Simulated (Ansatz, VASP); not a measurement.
# Cross-check of In2Ni3S2 between VASP and Ansatz

One calculation is typed for both programs; each brings its own data sets and cutoff. How far apart do they land?

Program: Ansatz 0.2.0. Level of theory: plane waves, with VASP 6.6.1 beside it; relaxation of cell and atoms at BLYP with D3(BJ). Results are calculated unless marked as measured.

### Step 1. Starting point

Symmetry: R-3m, No. 166, trigonal system. The conventional cell has a = 5.378 Å, b = 5.378 Å, c = 13.482 Å, α = 90.00°, β = 90.00°, γ = 120.00°. In has 6 Ni at 2.69 Å and 2 S at 3.01 Å nearest. Nearest to In lie 6 Ni at 2.73 Å and 6 S at 3.20 Å. Nearest to Ni lie 2 S at 2.15 Å. Nearest to S lie 3 Ni at 2.15 Å and 4 In at 3.01 to 3.20 Å. Farther neighbours and most contacts between anions are not listed.

Structure file:

```xyz
7
Lattice="2.6888 1.5524 4.4940 -2.6888 1.5524 4.4940 0.0000 -3.1048 4.4940" Properties=species:S:1:pos:R:3 pbc="T T T"
In    0.0000    0.0000    6.7411
In    0.0000    0.0000    0.0000
Ni    1.3444    0.7762    2.2470
Ni   -1.3444    0.7762    2.2470
Ni    0.0000   -1.5524    2.2470
S     0.0000    0.0000    9.7487
S     0.0000    0.0000    3.7335
```

### Step 2. VASP: relaxation of cell and atoms, BLYP with D3(BJ)

The relaxed volume is the usual yardstick between codes: its relative difference is about their pressure difference at one cell divided by the bulk modulus.

Lines of VASP's logs that name or quote its potential files are left out, and so is its time.

INCAR reads:

```
SYSTEM = In2Ni3S2
PREC = Accurate
ENCUT = 520
EDIFF = 1E-06
NELM = 100
ISMEAR = -1
SIGMA = 0.05
LREAL = .FALSE.
ALGO = Normal
GGA = B5
ALDAX = 1
AGGAX = 1
AGGAC = 1
ALDAC = 0
IVDW = 12
VDW_S6 = 1
VDW_S8 = 2.6996
VDW_A1 = 0.4298
VDW_A2 = 4.2359
NBANDS = 47
ISPIN = 2
MAGMOM = 0 0 1 1 1 0 0
LASPH = .TRUE.
LMAXMIX = 4
LORBIT = 11
LWAVE = .FALSE.
LCHARG = .FALSE.
KPAR = 8
IBRION = 2
NSW = 60
ISIF = 3
EDIFFG = -0.01
```

POSCAR reads:

```
In2Ni3S2
1.0
    2.6888421947      1.5524037649      4.4940345138
   -2.6888421947      1.5524037649      4.4940345138
    0.0000000000     -3.1048075299      4.4940345138
In Ni S
2 3 2
Direct
    0.5000000000      0.5000000000      0.5000000000
    0.0000000000      0.0000000000      0.0000000000
    0.5000000000      0.0000000000      0.0000000000
    0.0000000000      0.5000000000      0.0000000000
    0.0000000000      0.0000000000      0.5000000000
    0.7230808100      0.7230808100      0.7230808100
    0.2769191900      0.2769191900      0.2769191900
```

KPOINTS reads:

```
Automatic mesh
0
Gamma
6 6 6
0 0 0
```

Potentials, in the order of the species: In_d, Ni and S (PBE family, release 64).

Run with:

```bash
$ mpirun -np 8 vasp_std
```

Numbers of over 12 decimals in the logs are rounded to 6 here.

What it wrote:

```text
[banner, memory and clock lines left out]
running    8 mpi-ranks, on    1 nodes
 distrk:  each k-point on    1 cores,    8 groups
 distr:  one band on    1 cores,    1 groups

 POSCAR found type information on POSCAR InNiS
 POSCAR found :  3 types and       7 ions
|                                                                             |
|           W    W    AA    RRRRR   N    N  II  N    N   GGGG   !!!           |
|           W    W   A  A   R    R  NN   N  II  NN   N  G    G  !!!           |
|           W    W  A    A  R    R  N N  N  II  N N  N  G       !!!           |
|           W WW W  AAAAAA  RRRRR   N  N N  II  N  N N  G  GGG   !            |
|           WW  WW  A    A  R   R   N   NN  II  N   NN  G    G                |
|           W    W  A    A  R    R  N    N  II  N    N   GGGG   !!!           |
|                                                                             |
|     For optimal performance we recommend to set                             |
|       NCORE = 2 up to number-of-cores-per-socket                            |
|     NCORE specifies how many cores store one orbital (NPAR=cpu/NCORE).      |
|     This setting can greatly improve the performance of VASP for DFT.       |
|     The default, NCORE=1 might be grossly inefficient on modern             |
|     multi-core architectures or massively parallel machines. Do your        |
|     Unfortunately you need to use the default for GW and RPA                |
|     calculations (for HF NCORE is supported but not extensively tested      |
|     yet).                                                                   |
|                                                                             |

|                                                                             |
|               ----> ADVICE to this user running VASP <----                  |
|                                                                             |
|     You enforced a specific xc type in the INCAR file but a different       |
|     [... a line on the potential file left out ...]
|     I HOPE YOU KNOW WHAT YOU ARE DOING!                                     |
|                                                                             |

 LDA part: xc-table for (Slater(with rela. corr.)+VWN5), standard interpolation
 POSCAR, INCAR and KPOINTS ok, starting setup
 FFT: planning ... GRIDC
 FFT: planning ... GRID_SOFT
 FFT: planning ... GRID
 WAVECAR not read
 entering main loop
       N       E                     dE             d eps       ncg     rms          rms(c)
DAV:   1     0.662199422117E+03    0.66220E+03   -0.29729E+04  6039   0.192E+03
DAV:   2     0.657121475834E+02   -0.59649E+03   -0.56859E+03  6016   0.464E+02
DAV:   3    -0.239159442133E+02   -0.89628E+02   -0.86024E+02  6542   0.188E+02
DAV:   4    -0.295152901558E+02   -0.55993E+01   -0.55363E+01  7111   0.461E+01
DAV:   5    -0.297580914994E+02   -0.24280E+00   -0.24267E+00  8868   0.950E+00    0.213E+01
DAV:   6    -0.329028301135E+02   -0.31447E+01   -0.32545E+01  7824   0.763E+01    0.239E+01
DAV:   7    -0.271582291485E+02    0.57446E+01   -0.14728E+01  7753   0.608E+01    0.698E+00
DAV:   8    -0.272092049734E+02   -0.50976E-01   -0.17380E+00  8478   0.101E+01    0.335E+00
DAV:   9    -0.271584926532E+02    0.50712E-01   -0.43319E-01  6986   0.733E+00    0.149E+00
DAV:  10    -0.271607120470E+02   -0.22194E-02   -0.36203E-02  7567   0.152E+00    0.140E+00
DAV:  11    -0.271605542878E+02    0.15776E-03   -0.29694E-03  9247   0.335E-01    0.974E-01
DAV:  12    -0.271604583840E+02    0.95904E-04   -0.24410E-03  9226   0.524E-01    0.232E-01
DAV:  13    -0.271604346321E+02    0.23752E-04   -0.69975E-04  6856   0.182E-01    0.131E-01
DAV:  14    -0.271604328853E+02    0.17468E-05   -0.49944E-05  8692   0.449E-02    0.884E-02
DAV:  15    -0.271604393925E+02   -0.65072E-05   -0.22291E-05  8617   0.408E-02    0.238E-02
DAV:  16    -0.271604382099E+02    0.11826E-05   -0.12033E-05  8021   0.393E-02    0.539E-03
DAV:  17    -0.271604379380E+02    0.27188E-06   -0.11874E-06  4264   0.899E-03
   1 F= -.33509591E+02 E0= -.33493489E+02  d E =-.335096E+02  mag=     0.0003
[...]
2 F= -.33529662E+02 E0= -.33512861E+02  d E =-.200719E-01  mag=     0.0000
[...]
3 F= -.33537528E+02 E0= -.33521008E+02  d E =-.279372E-01  mag=     0.0000
[...]
4 F= -.33545060E+02 E0= -.33528671E+02  d E =-.753254E-02  mag=     0.0000
[...]
5 F= -.33548457E+02 E0= -.33532270E+02  d E =-.109291E-01  mag=     0.0000
 curvature:  -1.16 expect dE=-0.119E-03 dE for cont linesearch -0.109E-04
 ZBRENT: extrapolating
 opt :   2.0511  next Energy=   -33.548467 (dE=-0.109E-01)
 bond charge predicted
       N       E                     dE             d eps       ncg     rms          rms(c)
DAV:   1    -0.272457616234E+02    0.17704E-02   -0.48592E-03  7490   0.524E-01    0.104E-01
DAV:   2    -0.272458605134E+02   -0.98890E-04   -0.17278E-03  7932   0.553E-01    0.136E-01
DAV:   3    -0.272456220502E+02    0.23846E-03   -0.71920E-04  6956   0.368E-01    0.346E-02
DAV:   4    -0.272455982016E+02    0.23849E-04   -0.56467E-05  7626   0.762E-02    0.112E-02
DAV:   5    -0.272455983177E+02   -0.11611E-06   -0.12966E-05  7966   0.338E-02    0.560E-03
DAV:   6    -0.272455985521E+02   -0.23439E-06   -0.22230E-06  4820   0.147E-02
   6 F= -.33548475E+02 E0= -.33532301E+02  d E =-.109476E-01  mag=    -0.0000
 curvature:  -1.12 expect dE=-0.199E-04 dE for cont linesearch -0.626E-05
 trial: gam=-0.01729 g(F)=  0.505E-06 g(S)=  0.173E-04 ort = 0.254E-03 (trialstep = 0.115E+01)
 search vector abs. value=  0.125E-04
 reached required accuracy - stopping structural energy minimisation
```

From OUTCAR (step 2):

```text
ion  position               nearest neighbor table
   1  0.500  0.500  0.500-   5 2.69   5 2.69   3 2.69   3 2.69   4 2.69   4 2.69   6 3.01   7 3.01
                             2 3.83   2 3.83   2 3.83   2 3.83   2 3.83   2 3.83
   2  0.000  0.000  0.000-   3 2.73   4 2.73   4 2.73   3 2.73   5 2.73   5 2.73   6 3.20   7 3.20
                             6 3.20   7 3.20   6 3.20   7 3.20   1 3.83   1 3.83   1 3.83   1 3.83
   3  0.500  0.000  0.000-   6 2.15   7 2.15   4 2.69   4 2.69   1 2.69   1 2.69   5 2.69   5 2.69
                             2 2.73   2 2.73
   4  0.000  0.500  0.000-   6 2.15   7 2.15   3 2.69   3 2.69   1 2.69   5 2.69   1 2.69   5 2.69
                             2 2.73   2 2.73
   5  0.000  0.000  0.500-   6 2.15   7 2.15   1 2.69   1 2.69   3 2.69   4 2.69   4 2.69   3 2.69
                             2 2.73   2 2.73
   6  0.723  0.723  0.723-   5 2.15   4 2.15   3 2.15   1 3.01   2 3.20   2 3.20   2 3.20
   7  0.277  0.277  0.277-   5 2.15   4 2.15   3 2.15   1 3.01   2 3.20   2 3.20   2 3.20

  LATTYP: Found a trigonal (rhomboedric) cell.
 ALAT       =     5.4622500866
 COS(alpha) =     0.5153619991

 Subroutine GETGRP returns: Found 12 space group operations
 (whereof 12 operations were pure point group operations)

The static configuration has the point symmetry D_3d.

 Found     32 irreducible k-points:

   k-points           NKPTS =     32   k-points in BZ     NKDIM =     32   number of bands    NBANDS=     47

   dimension x,y,z NGX =    42 NGY =   42 NGZ =   42
   dimension x,y,z NGXF=    84 NGYF=   84 NGZF=   84

   ENCUT  =  520.0 eV  38.22 Ry    6.18 a.u.  10.16 10.16 10.16*2*pi/ulx,y,z

   NELECT =      68.0000    total number of electrons

 k-points in reciprocal lattice and weights: Automatic mesh
   0.00000000  0.00000000  0.00000000       0.005
   0.16666667  0.00000000  0.00000000       0.028
   0.33333333  0.00000000  0.00000000       0.028
   0.50000000  0.00000000  0.00000000       0.014
   0.16666667  0.16666667  0.00000000       0.028
   0.33333333  0.16666667  0.00000000       0.056
   0.50000000  0.16666667  0.00000000       0.056
  -0.33333333  0.16666667 -0.00000000       0.056
  -0.16666667  0.16666667  0.00000000       0.028
[...]
-0.33333333  0.50000000  0.33333333       0.028
   0.50000000  0.50000000  0.50000000       0.005

 Edisp (eV)   -6.30093

 average (electrostatic) potential at core
       1 -92.7417       2 -92.8558       3 -82.6849       4 -82.6849       5 -82.6849
       6 -83.4308       7 -83.4308

 E-fermi :   8.8298

 spin component 1
 k-point     1 :       0.0000    0.0000    0.0000
  band No.  band energies     occupation
    ...
     32       7.5657      1.00000
     33       7.5657      1.00000
     34       8.1340      1.00000
     35       8.5545      0.99596
     36       8.5545      0.99596
     37       9.2308      0.00033
     38       9.4738      0.00000
     39      12.7714      0.00000
     40      12.7714      0.00000
     41      13.5850      0.00000
    ...

 k-point     2 :       0.1667    0.0000    0.0000
  band No.  band energies     occupation
    ...
     31       7.4198      1.00000
     32       7.6663      1.00000
     33       7.9312      1.00000
     34       8.3741      0.99989
     35       8.8028      0.63160
     36       8.8676      0.31972
     37       9.6893      0.00000
     38      10.2400      0.00000
     39      12.6456      0.00000
     40      12.8717      0.00000
    ...

 k-point     3 :       0.3333    0.0000    0.0000
  band No.  band energies     occupation
    ...
     30       7.3564      1.00000
     31       7.5578      1.00000
     32       7.5693      1.00000
     33       8.4167      0.99974
     34       8.5543      0.99597
     35       9.0374      0.01549
     36       9.8229      0.00000
     37      10.0387      0.00000
     38      11.9137      0.00000
     39      12.2494      0.00000
    ...

 k-point     4 :       0.5000    0.0000    0.0000
  band No.  band energies     occupation
    ...
     30       7.4111      1.00000
     31       7.5088      1.00000
     32       7.6277      1.00000
     33       8.6124      0.98724
     34       8.6139      0.98686
     35       9.6409      0.00000
     36       9.7249      0.00000
     37      10.6694      0.00000
     38      11.6226      0.00000
     39      12.0357      0.00000
    ...

 k-point     5 :       0.1667    0.1667    0.0000
  band No.  band energies     occupation
    ...
     30       7.4125      1.00000
     31       7.5824      1.00000
     32       7.6495      1.00000
     33       7.7956      1.00000
     34       8.2203      0.99999
     35       8.9572      0.07257
     36       9.3785      0.00002
     37       9.7896      0.00000
     38      10.3709      0.00000
     39      12.2495      0.00000
    ...

 k-point     6 :       0.3333    0.1667    0.0000
  band No.  band energies     occupation
    ...
     30       7.4461      1.00000
     31       7.5209      1.00000
     32       7.7125      1.00000
     33       7.9703      1.00000
     34       8.4385      0.99960
     35       9.1693      0.00112
     36       9.9963      0.00000
     37      10.4292      0.00000
     38      11.5045      0.00000
     39      11.7747      0.00000
    ...

 Edisp (eV)   -6.30288

  Total       0.03126     0.03126    -0.02366     0.00000     0.00000     0.00000
  in kB       0.44046     0.44046    -0.33333     0.00000     0.00000     0.00000
  external pressure =        0.18 kB  Pullay stress =        0.00 kB

  energy-cutoff  :      520.00
  volume of cell :      113.71
      direct lattice vectors                 reciprocal lattice vectors
     2.719663388  1.570198389  4.438080318     0.183846281  0.106143700  0.075107549
    -2.719663388  1.570198389  4.438080318    -0.183846281  0.106143700  0.075107549
     0.000000000 -3.140396779  4.438080318     0.000000000 -0.212287400  0.075107549

 POSITION                                       TOTAL-FORCE (eV/Angst)
 -----------------------------------------------------------------------------------
      0.00000     -0.00000      6.65712        -0.000000     -0.000000     -0.000000
      0.00000     -0.00000     13.31424        -0.000000      0.000000     -0.000000
     -1.35983     -0.78510     11.09520         0.000000     -0.000000     -0.000000
      1.35983     -0.78510     11.09520         0.000000      0.000000      0.000000
      0.00000      1.57020     11.09520        -0.000000      0.000000     -0.000000
      0.00000     -0.00000      9.59207         0.000000     -0.000000      0.002288
      0.00000     -0.00000      3.72217        -0.000000      0.000000     -0.002288
 -----------------------------------------------------------------------------------
    total drift:                               -0.000000      0.000000      0.000000

  FREE ENERGIE OF THE ION-ELECTRON SYSTEM (eV)
  ---------------------------------------------------
  free  energy   TOTEN  =       -33.5484753822 eV

  energy  without entropy=      -33.5161274588  energy(sigma->0) =      -33.53230142

 reached required accuracy - stopping structural energy minimisation

 total charge
# of ion       s       p       d       tot
------------------------------------------
    1        0.948   0.579   9.892  11.420
    2        0.932   0.572   9.891  11.395
    3        0.438   0.505   8.501   9.444
    4        0.438   0.505   8.501   9.444
    5        0.438   0.505   8.501   9.444
    6        1.355   2.378   0.000   3.732
    7        1.355   2.378   0.000   3.732
--------------------------------------------------
tot          5.905   7.421  45.286  58.612

 magnetization (x)
# of ion       s       p       d       tot
------------------------------------------
    1        0.000   0.000  -0.000  -0.000
    2        0.000  -0.000   0.000   0.000
    3       -0.000  -0.000  -0.000  -0.000
    4       -0.000  -0.000  -0.000  -0.000
    5       -0.000  -0.000  -0.000  -0.000
    6        0.000   0.000   0.000   0.000
    7        0.000   0.000   0.000   0.000
--------------------------------------------------
tot          0.000   0.000  -0.000  -0.000

[... 1 further part left out ...]
```

The moments of VASP's start collapse, so its state is non-magnetic. The run keeps the 12 symmetry operations of its start, so it cannot find a distortion of lower symmetry.

[end of part 1 of 2]

[Lines on the potential files, build, host, timing and source positions are cut from VASP's logs without a mark.]

[Logs are printed without paths, hosts, clocks, repeated set-up lines and the standing remarks that a program may print on its own settings, such as how far it seeks lower states.]

[Hosts, paths, dates, database ids (printed as entryN), source tags and the programs' standing remarks are cut or masked in the printed files.]
